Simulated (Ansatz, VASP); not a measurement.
# Cross-check of Al26InN27 (In_Al) between VASP and Ansatz, part 3 of 3

Wanted: the spread between two codes on one cell, functional and k mesh. Of the first pair: The structure shown is the start of the Ansatz relaxation below; VASP solves that cell, so the two are compared at the walk's first step.

VASP 6.6.1 and Ansatz 0.2.0.

So far. Step 3 (VASP: single point, r2SCAN, start cell, pair 1): The run ends at a pressure of 5.84 GPa, with forces up to 8.9 eV/Å. Step 6 (VASP: single point, r2SCAN, relaxed cell, pair 2): The run ends at a pressure of 3.33 GPa, with forces up to 0.039 eV/Å.

**8. Ansatz: single point, r2SCAN, pair 3**

Level of this step: Ansatz beside VASP: Kohn-Sham DFT, plane waves, r2SCAN (Ansatz).

With cell and atoms fixed, the geometry can't cause a difference; cores, projectors, grids and the points listed under the comparison can.

The cell is taken from a series of runs on this material, whose earlier steps may have relaxed, scaled, displaced or heated it; both programs get it as it stands.

Input file input.yaml:

```yaml
crystal:
  checkpoint: "../qm1_M1.relax.run"
  host: checkpoint
basis:
  ecutwfc: 500
  xc_grid: 2
hamiltonian:
  xc: r2scan
  pseudopotentials: { kind: paw, azcp: { folder: soft_1 } }
kpoints:
  mp_grid: { grid: [2, 2, 2], shift: [0.5, 0.5, 0.5] }
scf:
  occupations: { method: fermi_dirac, width: 0.01 }
  max_iter: 60
output:
  forces: true
  eigenvalues: true
  charged_corrections: { defect_position: [0.333333, 0.666667, 0.666667] }
checkpoint:
  read: "../qm1_M1.relax.run"
  write: "../qm1_M1.point_neutral.run"
  compress: false
  write_wavefunctions: false
  write_every: 100000
```

Run with:

```bash
ansatz run input.yaml --threads 4 --pin off --max-ram 7536MiB --backend cpu --events-out ev --progress --plain --runs-dir out
```

Numbers of over 12 decimals in the logs are rounded to 6 here.

The log of the run:

```text
Warning: checkpoint.read: spin treatment differs: saved collinear, current unpolarized; the saved charge density seeds this run and the saved magnetisation is not carried: this deck is unpolarised; the saved density holds an absolute magnetisation of 1.1e0 μB; saved orbitals and DFT+U occupations are not carried; the saved kinetic-energy density and PAW projector densities are carried summed over spin
[...]
max |Σ_I F_I| component: 2.04e-2 eV/Å
--- Band table (eV) ---
  k-point 0: bands = [... 109 lower, 6.8539, 6.8620, 7.2411, 7.2766, 11.1854, 12.0009, 12.2397, 12.2586, ... 14 higher]
  k-point 1: bands = [... 109 lower, 6.7507, 6.8589, 7.0728, 7.1679, 11.0784, 11.8836, 12.4201, 12.7353, ... 14 higher]
  k-point 2: bands = [... 109 lower, 6.7576, 6.8384, 7.0712, 7.2065, 11.0630, 11.8670, 12.4887, 12.6828, ... 14 higher]
  k-point 3: bands = [... 109 lower, 6.7510, 6.8586, 7.0728, 7.1679, 11.0785, 11.8837, 12.4202, 12.7354, ... 14 higher]
[key lines of the parts left out:]
SCF converged after 9 iterations
Free energy (F): -30134.754033 eV
Fermi energy:    9.168175 eV
```

**9. VASP: single point, r2SCAN, pair 3**

The same cell, functional, mesh and smearing now go to VASP, with its own data sets.

Input file INCAR:

```
SYSTEM = Al26InN27
PREC = Accurate
ENCUT = 580
EDIFF = 1E-06
NELM = 120
ISMEAR = -1
SIGMA = 0.01
LREAL = Auto
ALGO = Normal
METAGGA = R2SCAN
LASPH = .TRUE.
NBANDS = 152
LORBIT = 11
LWAVE = .FALSE.
LCHARG = .FALSE.
ISIF = 2
ISYM = 0
GGA_COMPAT = .FALSE.
EFERMI = MIDGAP
LMIXTAU = .TRUE.
KPAR = 4
```

Input file POSCAR:

```
Al26InN27
1.0
    0.0000000000      6.5541898631      6.5541898631
    6.5541898631      0.0000000000      6.5541898631
    6.5541898631      6.5541898631      0.0000000000
Al N In
26 27 1
Direct
    0.0010652307      0.9993118120      0.9994595387
    0.0003258359      0.9986875860      0.3339063662
    0.9965808854      0.0015003992      0.6668581509
    0.0011314043      0.3320066452      0.9994139736
    0.9954361743      0.3456834409      0.3290045451
    0.0009420519      0.3318431964      0.6669390548
    0.9916011429      0.6619022230      0.0161598931
    0.9953162300      0.6613130753      0.3288779716
    0.9964750020      0.6664111697      0.6668201388
    0.3336153509      0.9988385633      0.0004432008
    0.3332650738      0.0014815382      0.3301650360
    0.3333671620      0.0026736872      0.6669622406
    0.3338860455      0.3280211195      0.0022716102
    0.3333717604      0.3318361140      0.3344852804
    0.3331528232      0.3292403734      0.6667081230
    0.3337390851      0.6673079779      0.0031335080
    0.3332511339      0.6664028916      0.3300448544
    0.6654643857      0.9995580516      0.9990463194
    0.6659026676      0.9993116450      0.3346239909
    0.6668486634      0.9988629809      0.6671871601
    0.6664451223      0.3326153296      0.9999896670
    0.6658439934      0.3320135823      0.3346824537
    0.6686767942      0.3280363958      0.6674485794
    0.6656703959      0.6678604341      0.9992538850
    0.6825692839      0.6619034004      0.3251962713
    0.6695543196      0.6672940706      0.6673122236
    0.0832710205      0.0827103983      0.0838339615
    0.0827493295      0.0854266866      0.4163397617
    0.0833592290      0.0827171172      0.7502049500
    0.0880529101      0.4121312039      0.0792734224
    0.0874305117      0.4115165772      0.4210057446
    0.0831509338      0.4163007785      0.7501091172
    0.0877837641      0.7531922925      0.0789150093
    0.0824422665      0.7478133236      0.4160241531
    0.0573155099      0.7558075712      0.7626186063
    0.4167506714      0.0825154337      0.0836351493
    0.4166143012      0.0827160369      0.4169556108
    0.4170738504      0.0825179011      0.7506561691
    0.4163201823      0.4161734250      0.0835751959
    0.4165373490      0.4162867004      0.4167147825
    0.4242507993      0.3920058382      0.7578142563
    0.4170757135      0.7494882114      0.0837112185
    0.4290357737      0.7557892352      0.3909247967
    0.4255904178      0.7581975687      0.7592058045
    0.7500070213      0.0825752872      0.0835911273
    0.7502314319      0.0827148311      0.4168750884
    0.7500212239      0.0825187412      0.7503491237
    0.7500754821      0.4164221523      0.0836512962
    0.7456893722      0.4121316949      0.4216375378
    0.7499949293      0.4161707474      0.7498877179
    0.7453120529      0.7544749270      0.0789033628
    0.7453600438      0.7531827616      0.4213500852
    0.7501157052      0.7494886646      0.7506771117
    0.3327409161      0.6676464138      0.6664040236
```

Input file KPOINTS:

```
Points of the shifted mesh
8
Reciprocal
 0.2500000000  0.2500000000  0.2500000000 1
 0.2500000000  0.2500000000  0.7500000000 1
 0.2500000000  0.7500000000  0.2500000000 1
 0.2500000000  0.7500000000  0.7500000000 1
 0.7500000000  0.2500000000  0.2500000000 1
 0.7500000000  0.2500000000  0.7500000000 1
 0.7500000000  0.7500000000  0.2500000000 1
 0.7500000000  0.7500000000  0.7500000000 1
```

PAW data sets: Al, N and In_d (PBE family, release 64).

Run with:

```bash
mpirun -np 8 vasp_std
```

The log of the run:

```text
[banner, memory and clock lines left out]
running    8 mpi-ranks, on    1 nodes
[...]
|                                                                             |
|           W    W    AA    RRRRR   N    N  II  N    N   GGGG   !!!           |
|           W    W   A  A   R    R  NN   N  II  NN   N  G    G  !!!           |
|           W    W  A    A  R    R  N N  N  II  N N  N  G       !!!           |
|           W WW W  AAAAAA  RRRRR   N  N N  II  N  N N  G  GGG   !            |
|           WW  WW  A    A  R   R   N   NN  II  N   NN  G    G                |
|           W    W  A    A  R    R  N    N  II  N    N   GGGG   !!!           |
|                                                                             |
|     For optimal performance we recommend to set                             |
|       NCORE = 2 up to number-of-cores-per-socket                            |
|     NCORE specifies how many cores store one orbital (NPAR=cpu/NCORE).      |
|     This setting can greatly improve the performance of VASP for DFT.       |
[...]
|     multi-core architectures or massively parallel machines. Do your        |
|     Unfortunately you need to use the default for GW and RPA                |
|     calculations (for HF NCORE is supported but not extensively tested      |
|     yet).                                                                   |
|                                                                             |

 [... a notice as in an earlier step ...]

 LDA part: xc-table for (None), standard interpolation
 POSCAR, INCAR and KPOINTS ok, starting setup
[...]
entering main loop
       N       E                     dE             d eps       ncg     rms          rms(c)
DAV:   1     0.133254704990E+04    0.13325E+04   -0.11206E+05  2432   0.157E+03
DAV:   2    -0.419517843374E+03   -0.17521E+04   -0.16241E+04  2928   0.351E+02
DAV:   3    -0.638740806358E+03   -0.21922E+03   -0.21463E+03  2824   0.136E+02
DAV:   4    -0.648797634109E+03   -0.10057E+02   -0.99962E+01  3128   0.338E+01
[...]
DAV:  27    -0.529084499224E+03    0.42190E-05   -0.28586E-06  1856   0.551E-03    0.124E-02
DAV:  28    -0.529084497628E+03    0.15963E-05   -0.16892E-06  1536   0.455E-03    0.403E-03
DAV:  29    -0.529084497500E+03    0.12761E-06   -0.54548E-07  1408   0.311E-03
   1 F= -.52908450E+03 E0= -.52908450E+03  d E =0.000000E+00
```

Parts of OUTCAR (step 9):

```text
  Total       11.4095989     11.4628674     11.4136258     -0.5053773     -0.5266960     -0.5893711
  in kB       32.4633930     32.6149564     32.4748506     -1.4379351     -1.4985925     -1.6769202
  external PRESSURE =      32.5177333 kB  Pullay stress =       0.0000000 kB

 POSITION                                       TOTAL-FORCE (eV/Angst)
 -----------------------------------------------------------------------------------
     13.10033      6.55763      6.55666         0.379948     -0.330459      0.235075
      8.73407      2.19062      6.54772         0.028129      0.093622      0.030696
      4.38055     10.90250      6.54161         0.038101      0.038826      0.041702
      8.72638      6.55776      2.18345        -0.167120     -0.318782     -0.314830
      4.42203      8.68064      8.78995        -1.403584      1.485897     -1.410931
      6.54621      4.37742      2.18114         0.382337      0.229823     -0.334714
      4.44415      6.60506     10.83737        -1.463020     -1.441385      1.519262
      6.48990      8.67902     10.85786         1.446923      1.466484      1.440081
      8.73825     10.90155     10.89887         0.022355      0.042285      0.092093
      6.54948      2.18948      8.73316         0.018337     -0.008114      0.049991
      2.17367      4.34825      2.19399         0.051248      0.039069      0.032707
      4.38892      6.55635      2.20248         0.063948      0.070303      0.057439
      2.16480      2.20324      4.33827        -0.139774      0.375851      0.392153
      4.36720      4.37726      4.35990        -0.328484      0.229006      0.378195
[...]
-----------------------------------------------------------------------------------
    total drift:                                0.032514     -0.031149     -0.050728

  FREE ENERGIE OF THE ION-ELECTRON SYSTEM (eV)
  ---------------------------------------------------
  free  energy   TOTEN  =      -529.0844974999 eV

  energy  without entropy=     -529.0844974999  energy(sigma->0) =     -529.08449750

[... 1 part as in an earlier step ...]
```

The run ends at a pressure of 3.25 GPa, with forces up to 2.6 eV/Å.

**10. Differences**

The two programs side by side:

```tsv
quantity	Ansatz	VASP	difference
gap on the k mesh (eV)	3.786	3.782	+0.004
```

Forces on 10 of the 54 atoms, those with the largest forces and the largest differences (eV/Å; atoms numbered as in POSCAR):

```tsv
atom	Ansatz x, y, z	VASP x, y, z
Al5	-1.404, 1.486, -1.407	-1.404, 1.486, -1.411
Al7	-1.457, -1.441, 1.513	-1.463, -1.441, 1.519
Al8	1.441, 1.466, 1.441	1.447, 1.466, 1.440
Al25	1.513, -1.440, -1.458	1.513, -1.446, -1.459
N31	0.017, -1.591, 0.019	0.017, -1.595, 0.019
N33	0.023, 0.007, -1.630	0.020, 0.008, -1.636
N35	0.164, 0.145, -0.146	0.183, 0.122, -0.166
N41	-0.012, 0.041, -0.016	-0.033, 0.062, -0.036
N43	-0.145, 0.145, 0.161	-0.166, 0.123, 0.182
N52	-1.628, 0.007, 0.022	-1.634, 0.007, 0.020
```

The forces differ by 6.3 meV/Å r.m.s., which is 1.2 % of the r.m.s. force of 0.528 eV/Å (both taken over all components). A gap on the mesh is an upper bound, since the band edges may lie between its points.

**11. Outcome**

```
r.m.s. force difference (single point, r2SCAN, start cell, pair 1)           : 0.77 % of the r.m.s. force
difference in gap on the k mesh (single point, r2SCAN, relaxed cell, pair 2) : -0.011 eV
r.m.s. force difference (single point, r2SCAN, relaxed cell, pair 2)         : 6.4 meV/Å
r.m.s. force difference (single point, r2SCAN, pair 3)                       : 1.2 % of the r.m.s. force
```

In words: The r.m.s. force difference is 6.4 meV/Å (single point, r2SCAN, relaxed cell, pair 2), within the 12 meV/Å picked in this series as the mark of a large difference. 1 further run of this series is not shown here. How closely two codes agree says nothing of how well the functional describes the real material.

[Lines on the potential files, build, host, timing and source positions are cut from VASP's logs without a mark.]

[Logs are printed without paths, hosts, clocks, repeated set-up lines and the standing remarks that a program may print on its own settings, such as how far it seeks lower states.]

[Hosts, paths, dates, database ids (printed as entryN), source tags and the programs' standing remarks are cut or masked in the printed files.]
